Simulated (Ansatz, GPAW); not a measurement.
# Ballistic transport through a Bi chain with an N atom on top of one atom, cheap and dear

Aim: T(E), conductance and thermopower of a Bi chain with an N atom on top of one atom, and what cheaper settings cost in accuracy.

Calculated with GPAW 26.7.0 and Ansatz 0.2.0; Ansatz plane waves; Landauer transmission by layers, zero bias, in the first sound run; inputs show where later runs differ.

## (1) The starting structure

The cell holds 10 atoms: 9 Bi and 1 N. Cell: a = 9.000 Å, b = 9.000 Å, c = 26.100 Å, α = 90.0°, β = 90.0°, γ = 90.0°. Regions: left lead, 4 atoms (4 Bi); channel, 2 atoms (1 Bi and 1 N); right lead, 4 atoms (4 Bi). Vacuum lies along a and b. The structure is stacked along c, and the current runs across the ab planes.

## (2) Plane waves, LDA

A plane-wave run comes first: its basis does not favour the atoms, so it serves as the reference for the orbital bases.

Contents of input.yaml:

```yaml
crystal:
  lattice:
    - [9.0, 0.0, 0.0]
    - [0.0, 9.0, 0.0]
    - [0.0, 0.0, 26.1]
  atoms:
    - { symbol: Bi, position: [0.5, 0.5, 0.0555555556] }
    - { symbol: Bi, position: [0.5, 0.5, 0.1666666667] }
    - { symbol: Bi, position: [0.5, 0.5, 0.2777777778] }
    - { symbol: Bi, position: [0.5, 0.5, 0.3888888889] }
    - { symbol: Bi, position: [0.5, 0.5, 0.5] }
    - { symbol: "N", position: [0.713133333, 0.5, 0.5] }
    - { symbol: Bi, position: [0.5, 0.5, 0.6111111111] }
    - { symbol: Bi, position: [0.5, 0.5, 0.7222222222] }
    - { symbol: Bi, position: [0.5, 0.5, 0.8333333333] }
    - { symbol: Bi, position: [0.5, 0.5, 0.9444444444] }
kpoints:
  mp_grid: { grid: [1, 1, 3] }
hamiltonian:
  xc: lda
scf:
  occupations: { method: fermi_dirac, width: 0.1 }
output:
  transmission:
    leads: [[0, 1]]
    e_range: [-2, 2]
    de: 0.05
    kmesh: [1, 1]
    reduced_basis: true
  write_potential: true
  write_density: true
  volumetric_format: npy
```

Started as:

```sh
ansatz run input.yaml --threads 2 --pin off --max-ram 4096MiB --backend cpu --events-out ev --progress --plain --runs-dir out
```

Numbers of over 12 decimals in the logs are rounded to 6 here.

The program printed:

```text
Engine: ansatz 0.2.0, x86_64-unknown-linux-gnu
Pseudopotentials: kind: paw
Pseudopotential: Bi, paw, valence charge 15, recommended cutoff 420 eV (normal), Bi.paw.azcp
Pseudopotential: N, paw, valence charge 5, recommended cutoff 420 eV (normal), N.paw.azcp
Functional definition: SPW92
  exchange = slater_x
  correlation = pw_c
Crystal: 10 atoms, lattice volume = 2114.100 Å³
Basis set: ecut = 420 eV, 41259 PW (Γ)
Bands: 84, of which v1, the nominal top of the filled ones, is band 70 counted from 1 (69 counted from 0)
Symmetry: 4 space group operations
Space group: Pmm2 (ITA 25), of the structure as read, at distance tolerance 1.3e-4 Å
k-points: 2 of 3
Non-local potential: Bi, projectors of the file, l = 0: 2, l = 1: 2, l = 2: 2, l = 3: 2
Non-local potential: N, projectors of the file, l = 0: 2, l = 1: 2, l = 2: 1
PAW form: soft (Blöchl's): semilocal exchange-correlation on the pseudo side does not see the compensation charge
PAW frozen core: Bi, regenerated for the run's functional, and the local potential with it (the file was generated under x = pbe(κ = 0.804, μ = 0.219515), c = pbe(β = 0.066725))
PAW frozen core: N, regenerated for the run's functional, and the local potential with it (the file was generated under x = pbe(κ = 0.804, μ = 0.219515), c = pbe(β = 0.066725))
PAW one-centre angular grid: Bi, 590 points (default); XC on 64 Gauss nodes
PAW one-centre angular grid: N, 110 points (default); XC on 64 Gauss nodes
Initial density: superposition of atomic densities (neutral atoms: chi_scale 0, normalization atom), corrected by the library's trained network
Initial wavefunctions: pseudopotential atomic-orbital guess
Functional: x = slater, c = lda
SCF iter   1: F=—  HF=-109129.763629 eV  |F-HF|=—  |Δ(HF+E_count)|=         —  Δρ=2.75e-3  dr2=2.62e-1  ethr=1.77e-3  ⟨swp⟩=9.0  Hψ=671  notcnv=0
preconditioner: auto → LDOS  [metal: Δε(μ)=0.015 eV  Ē_g=3.952 eV  σ=0.100 eV  W_gap=0.04  n_scr=202 (ndim 8)  ℏωp=4.7 eV  f_vac=0.713  D(μ)=12.23/eV (n_scr^D=48)  β→1.0]
SCF iter   2: F=—  HF=-109129.737486 eV  |F-HF|=—  |Δ(HF+E_count)|=   2.61e-2  Δρ=1.39e-3  dr2=5.81e-2  ethr=1.87e-4  ⟨swp⟩=4.0  Hψ=368  notcnv=0
SCF iter   3: F=—  HF=-109129.732432 eV  |F-HF|=—  |Δ(HF+E_count)|=   5.05e-3  Δρ=4.91e-4  dr2=6.35e-3  ethr=4.15e-5  ⟨swp⟩=2.0  Hψ=282  notcnv=0
SCF iter   4: F=—  HF=-109129.733450 eV  |F-HF|=—  |Δ(HF+E_count)|=   1.02e-3  Δρ=1.90e-4  dr2=1.33e-3  ethr=4.53e-6  ⟨swp⟩=2.0  Hψ=311  notcnv=0
SCF iter   5: F=—  HF=-109129.733397 eV  |F-HF|=—  |Δ(HF+E_count)|=   5.32e-5  Δρ=3.37e-5  dr2=5.48e-5  ethr=9.52e-7  ⟨swp⟩=2.0  Hψ=266  notcnv=0
SCF iter   6: F=—  HF=-109129.733735 eV  |F-HF|=—  |Δ(HF+E_count)|=   3.39e-4  Δρ=1.18e-5  dr2=8.14e-6  ethr=3.91e-8  ⟨swp⟩=3.5  Hψ=353  notcnv=0
SCF iter   7: F=—  HF=-109129.733735 eV  |F-HF|=—  |Δ(HF+E_count)|=   1.24e-7  Δρ=4.04e-6  dr2=1.21e-6  ethr=5.81e-9  ⟨swp⟩=2.0  Hψ=311  notcnv=0
SCF iter   8: F=—  HF=-109129.733736 eV  |F-HF|=—  |Δ(HF+E_count)|=   3.23e-7  Δρ=1.48e-6  dr2=1.08e-7  ethr=8.66e-10  ⟨swp⟩=3.0  Hψ=347  notcnv=0
SCF iter   9: F=-109129.733736 eV  HF=-109129.733736 eV  |F-HF|=2.47e-10  |Δ(HF+E_count)|=   9.78e-8  Δρ=3.92e-7  dr2=4.28e-9  ethr=7.14e-11  ⟨swp⟩=8.0  Hψ=460  notcnv=0
SCF 1 converged in 9 iterations: F = -109129.733736 eV  dr2 = 4.28e-9
  greatest PAW one-centre occupation: 0.989 electrons in one spin orbital (limit 2), on the Bi atom at site 4 (counted from 0), in its partial waves of l = 2
transmission: 33 of 198 steps passed
transmission: 66 of 198 steps passed
[...]
transmission: 198 of 198 steps passed
WARN: The output density's exchange-correlation potential varies sharply where the density is thin. Do not read a vacuum level from v_tot or v_xc, or from such a field of the output density. On a cell that repeats whose density bears no net charge and no dipole along the vacuum's axis use v_es (v_loc + v_h of the components); under efield.dipole_correction with no amplitude use v_es + v_field, which holds any externa [...]
SCF converged after 9 iterations
Free energy (F): -109129.733736 eV
Harris-Foulkes:  -109129.733736 eV  (|F-HF|=2.47e-10)
Internal energy: -109129.363483 eV  (E = F + TS)
E sigma→0 (E₀):  -109129.548609 eV
Entropy (-TS):   -0.370253 eV (-37.025 meV/atom)
Fermi energy:    -2.787343 eV
--- Per-component energies (eV) ---
  E_band       = -2664.591461
  E_kinetic    = 2844.874339
  E_local      = -32697.068840  (includes V_loc(G=0)·N_el)
  E_nonlocal   = 5118.600848
  E_hartree    = 13021.694416
  E_xc         = -1394.338489
  E_vxc        = -1352.385575  (∫ρ·V_xc dr)
  E_paw        = -93293.978969  (= ΣΔE_a)
  E_vpaw       = -2621.995454  (= ΣTr[D̂ρ^β])
  E_aug_tail   = -0.004671  (compensation charges beyond the density's cutoff)
  E_ewald      = -2729.178197
  E_core_change = 0.036081  (= ΣΔE_core)
  E_smearing   = -0.370253  (= −TS)
  E_closure    = 0.000000  (closes the sum)
  Σ components = -109129.733736   (vs F -109129.733736, Δ=0.00e0)
--- Band table (eV) ---
  k-point 0: bands = [... 66 lower, -3.5455, -3.3599, -3.2697, -2.7899, -2.7579, -2.6974, -2.2445, -2.0071, ... 10 higher]
  k-point 1: bands = [... 66 lower, -3.4362, -3.2136, -3.1234, -2.7876, -2.7546, -2.3392, -2.3159, -2.1622, ... 10 higher]
--- Transmission ---
  basis      : 717 plane waves across, 33 finite elements along
  points     : 1, standing for a mesh of 1 x 1
  energies   : 81 from -2.000000 to 2.000000 eV about the Fermi level, 0.050000 eV apart; the leads are filled to 0.000000 eV, and channels, transmission and decay are at 0.000000 eV
  crystal 0  : Bi1, at the sites [0, 1], period 2.9000 Å, over 23.20 Å; its Hamiltonian steps by up to 11.4 meV
    offset         : up to 0.0000 Å between an atom of the period and one for which it stands
    channels       : 3.000000e0 a spin
    conductance    : none, the energies end too early or step too widely for 300 K: set another output.transmission.e_range or a lower de, or, where they end at an eighth of basis.ecutwfc, a higher one
  junction   : crystal 0 to crystal 0, 0.00 to 23.20 Å
    transmission   : 1.357129e0 a spin
    error estimate : 1.847463e-5 a spin from the reduction of the transverse basis, at the most 7.348850e-5 at -1.400000 eV
    conductance    : none, the energies end too early or step too widely for 300 K: set another output.transmission.e_range or a lower de, or, where they end at an eighth of basis.ecutwfc, a higher one
```

It took 3.1 min on 2 threads of Intel Xeon 6975P-C (Granite Rapids), shared host; peak memory 1.9 GiB.

Numbers from this step:

```yaml
free_energy: -109129.7337 eV
smearing_term_ts: 0.3703 eV
symmetry_operations: 4
lead_level: 0 eV from the Fermi level
transmission_at_the_fermi_level_one_spin: 1.357
open_channels_of_the_lead_at_the_fermi_level_one_spin: 3
step_of_the_potential_along_the_lead: 11.4 meV
offset_of_the_lead: 0 Å
```

One spin. Transmission, zone mean against energy, zero at the Fermi level:

energy (eV), transmission, zone mean and a bar:
```
    -2.00       0.95 ###################
    -1.90       1.00 ####################
    -1.80       0.02 
    -1.70       0.45 #########
    -1.55       0.57 ###########
    -1.45       0.60 ############
    -1.35       0.91 ##################
    -1.25       1.11 ######################
    -1.15       1.24 #########################
    -1.05       1.33 ##########################
    -0.90       1.40 ############################
    -0.80       1.42 ############################
    -0.70       1.43 ############################
    -0.60       1.44 ############################
    -0.50       1.44 ############################
    -0.40       1.43 ############################
    -0.25       1.40 ############################
    -0.15       1.38 ###########################
    -0.05       1.36 ###########################
     0.00       1.36 ###########################
     0.05       1.35 ###########################
     0.15       1.37 ###########################
     0.25       1.35 ###########################
     0.40       1.37 ###########################
     0.50       1.39 ############################
     0.60       1.41 ############################
     0.70       1.43 ############################
     0.80       1.45 #############################
     0.90       1.47 #############################
     1.05       1.50 ##############################
     1.15       1.51 ##############################
     1.25       1.51 ##############################
     1.35       1.51 ##############################
     1.45       1.48 #############################
     1.55       1.41 ############################
     1.70       1.14 ######################
     1.80       0.92 ##################
     1.90       0.93 ##################
     2.00       0.94 ##################
```

One spin. Table of open channels, zone mean by energy, zero at the Fermi level:

energy (eV), open channels, zone mean and a bar from the least value:
```
    -2.00       1.00 
    -1.90       1.00 
    -1.80       1.00 
    -1.70       1.00 
    -1.55       1.00 
    -1.45       3.00 ##############################
    -1.35       3.00 ##############################
    -1.25       3.00 ##############################
    -1.15       3.00 ##############################
    -1.05       3.00 ##############################
    -0.90       3.00 ##############################
    -0.80       3.00 ##############################
    -0.70       3.00 ##############################
    -0.60       3.00 ##############################
    -0.50       3.00 ##############################
    -0.40       3.00 ##############################
    -0.25       3.00 ##############################
    -0.15       3.00 ##############################
    -0.05       3.00 ##############################
     0.00       3.00 ##############################
     0.05       3.00 ##############################
     0.15       3.00 ##############################
     0.25       3.00 ##############################
     0.40       3.00 ##############################
     0.50       3.00 ##############################
     0.60       3.00 ##############################
     0.70       3.00 ##############################
     0.80       3.00 ##############################
     0.90       3.00 ##############################
     1.05       3.00 ##############################
     1.15       3.00 ##############################
     1.25       3.00 ##############################
     1.35       3.00 ##############################
     1.45       3.00 ##############################
     1.55       3.00 ##############################
     1.70       3.00 ##############################
     1.80       1.00 
     1.90       1.00 
     2.00       1.00
```

Crystal 0, spin -, k parallel (0, 0); distinct values, listed up to 1.5 1/Å. Table of Im kz of the slowest decaying states by energy, zero at the Fermi level:

```
energy (eV)  decay 1 (Å⁻¹)  decay 2 (Å⁻¹)  decay 3 (Å⁻¹)  decay 4 (Å⁻¹)
    -2.0000          0.349          0.349           1.21           1.34
    -1.7500          0.257          0.257           1.19           1.32
    -1.5000         0.0960         0.0966           1.16           1.29
    -1.2500           1.13           1.27           1.31           1.31
    -1.0000           1.10           1.24           1.29           1.29
    -0.7500           1.06           1.21           1.27           1.27
    -0.5000           1.03           1.19           1.25           1.25
    -0.2500          0.999           1.16           1.22           1.22
     0.0000          0.964           1.13           1.20           1.20
     0.2500          0.928           1.10           1.18           1.18
     0.5000          0.891           1.07           1.15           1.15
     0.7500          0.852           1.03           1.13           1.13
     1.0000          0.811           1.00           1.10           1.10
     1.2500          0.768          0.967           1.07           1.07
     1.5000          0.723          0.932           1.04           1.04
     1.7500          0.674          0.895           1.01           1.02
     2.0000          0.129          0.129          0.622          0.857
```

Crystal 0, spin -, k parallel (0, 0). Re kz of states that move upwards against energy, zero at the Fermi level:

```
energy (eV)  channel 1 (Å⁻¹)  channel 2 (Å⁻¹)  channel 3 (Å⁻¹)
      -2.00           -0.820                -                -
      -1.85           -0.806                -                -
      -1.70           -0.793                -                -
      -1.60           -0.784                -                -
      -1.45           -0.771           0.0466           0.0477
      -1.30           -0.758            0.192            0.193
      -1.15           -0.745            0.269            0.269
      -1.05           -0.737            0.310            0.310
      -0.90           -0.725            0.364            0.364
      -0.75           -0.713            0.411            0.411
      -0.60           -0.701            0.454            0.454
      -0.50           -0.693            0.481            0.481
      -0.35           -0.681            0.520            0.520
      -0.20           -0.670            0.556            0.556
      -0.05           -0.658            0.591            0.591
       0.00           -0.655            0.602            0.603
       0.05           -0.651            0.614            0.614
       0.20           -0.640            0.647            0.647
       0.35           -0.629            0.679            0.679
       0.50           -0.617            0.711            0.711
       0.60           -0.610            0.732            0.733
       0.75           -0.599            0.764            0.764
       0.90           -0.588            0.796            0.797
       1.05           -0.578            0.829            0.830
       1.15           -0.571            0.852            0.852
       1.30           -0.560            0.888            0.888
       1.45           -0.549            0.927            0.928
       1.60           -0.539            0.975            0.976
       1.70           -0.532             1.02             1.02
       1.85           -0.521                -                -
       2.00           -0.511                -                -
```

The electrostatic potential energy of an electron (with the applied field's), less the Fermi level, planar mean oscillates, so the rows of the table below give means over windows of 2.9 Å about each position, cut where the curve ends. Its maxima inside the range that stand out by 2 % of the span (Å: eV): 2.9: 4.53, 5.8: 4.52, 8.7: 4.65, 11.6: 4.70, 14.5: 4.70, 17.4: 4.65, 20.3: 4.52, 23.2: 4.53. Its minima: 1.4: 1.80, 4.3: 1.82, 7.2: 1.83, 10.2: 1.95, 13.1: 1.17, 15.9: 1.95, 18.9: 1.83, 21.8: 1.82, 24.6: 1.80.

Table of electrostatic potential energy of an electron (with the applied field's), less the Fermi level, planar mean by z; means over each step:

z (Å), electrostatic potential energy of an electron (with the applied field's), less the Fermi level, planar mean (eV) and a bar from the least value:
```
     1.45       3.35 ########
     4.35       3.37 ##########
     7.25       3.40 ###############
    10.15       3.50 ##############################
    13.05       3.32 #####
    15.95       3.50 ##############################
    18.85       3.40 ###############
    21.75       3.37 ##########
    24.65       3.29
```

Table of valence density, planar mean by z:

z (Å), valence density, planar mean (e/Å³) and a bar:
```
      0.0      0.016 
      0.5      0.027 ##
      1.0      0.093 #############
      1.5      0.142 #####################
      2.0      0.074 ##########
      2.5      0.022 #
      3.0      0.016 
      3.5      0.033 ###
      4.0      0.110 ###############
      4.5      0.138 ####################
      5.0      0.058 #######
      5.5      0.019 #
      6.0      0.017 
      6.5      0.043 #####
      7.0      0.125 ##################
      7.5      0.125 ##################
      8.0      0.043 #####
      8.5      0.018 
      9.0      0.019 #
      9.5      0.058 #######
     10.0      0.138 ####################
     10.5      0.110 ###############
     11.0      0.033 ###
     11.5      0.015 
     12.0      0.026 ##
     12.5      0.099 ##############
     13.0      0.200 ##############################
     13.5      0.126 ##################
     14.0      0.033 ###
     14.5      0.015 
     15.0      0.026 ##
     15.5      0.093 #############
     16.0      0.142 #####################
     16.5      0.074 ##########
     17.0      0.022 #
     17.5      0.017 
     18.0      0.033 ###
     18.5      0.110 ###############
     19.0      0.137 ####################
     19.5      0.058 #######
     20.0      0.019 #
     20.5      0.017 
     21.0      0.043 #####
     21.5      0.125 ##################
     22.0      0.125 ##################
     22.5      0.044 #####
     23.0      0.017 
     23.5      0.019 #
     24.0      0.058 #######
     24.5      0.137 ####################
     25.0      0.110 ###############
     25.5      0.033 ###
```

T at the Fermi level is 1.36 of 3 open channels a spin, without spin-orbit coupling, which is large for these atoms.

(Part 1 of 3 ends here.)

[Logs are printed without paths, hosts, clocks, repeated set-up lines and the standing remarks that a program may print on its own settings, such as how far it seeks lower states.]

[Hosts, paths, dates, database ids (printed as entryN), source tags and the programs' standing remarks are cut or masked in the printed files.]
